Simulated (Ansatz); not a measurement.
Runs of Ansatz 0.2.0 on Al. Symmetry: Fm-3m, No. 225, cubic system. The conventional cell has a = 4.050 Å, b = 4.050 Å, c = 4.050 Å, α = 90.00°, β = 90.00°, γ = 90.00°. Al (site symmetry m-3m) is surrounded by 12 Al at 2.86 Å. 

```tsv
task	level	cell	k mesh	smearing	atoms under strain	q mesh	points for each segment of the path	mesh quality	gap on the mesh (eV)	pressure (GPa)	relaxed volume (Å³/atom)
elastic constants	LDA	as given	8 × 8 × 8	fermi-dirac 0.05 eV	relaxed	-	-	not flagged	none	-3.7	-
relaxation of cell and atoms	BLYP+D4	relaxed	11 × 11 × 11	fermi-dirac 0.05 eV	-	-	-	not flagged	none	0.0	15.85
single point	B3LYP	as given	6 × 6 × 6	fermi-dirac 0.05 eV	-	-	-	coarse	none	1.7	-
phonons	LDA	as given	8 × 8 × 8	fermi-dirac 0.05 eV	-	4 × 4 × 4	8	not flagged	none	-	-
relaxation of cell and atoms	BLYP+D3(BJ)	relaxed	11 × 11 × 11	fermi-dirac 0.05 eV	-	-	-	not flagged	none	0.0	(b)
single point	HSE03+D3(BJ)	as given	6 × 6 × 6	methfessel-paxton 0.2 eV	-	-	-	coarse	none	(a)	-
relaxation of cell and atoms	HF	relaxed	6 × 6 × 6	fermi-dirac 0.05 eV	-	-	-	coarse	none	0.0	17.62
relaxation of cell and atoms	B3LYP	relaxed	6 × 6 × 6	fermi-dirac 0.05 eV	-	-	-	coarse	none	0.0	17.01
```

Alike in all rows: potentials or basis Ansatz PAW; no spin polarisation; cutoff (eV) 420.

Fill in the values left out.

(a) -5.1; (b) 15.50.

Caveats: some runs use coarse meshes; the PAW data sets come from PBE, with cores solved anew for the run's functional, which leaves a small shift of forces and pressure; the plane-wave basis is chosen anew once the cell has moved, so the energies of steps on either side of that aren't comparable (some runs); pairwise dispersion overbinds metals, which lowers pressure and volume (some runs); the thresholds are loose for stress (some runs); the cell is more than 3 GPa from zero pressure, which shifts response properties (some runs); the elastic tensor has a negative eigenvalue, so either the cell is unstable as it stands or the mesh is too thin (some runs); the dispersion damping was fitted for another functional or another form of the correction (some runs).

A gap of «none» marks a metal or a gap under the smearing width.

Runs at the PBE level aren't shown here.
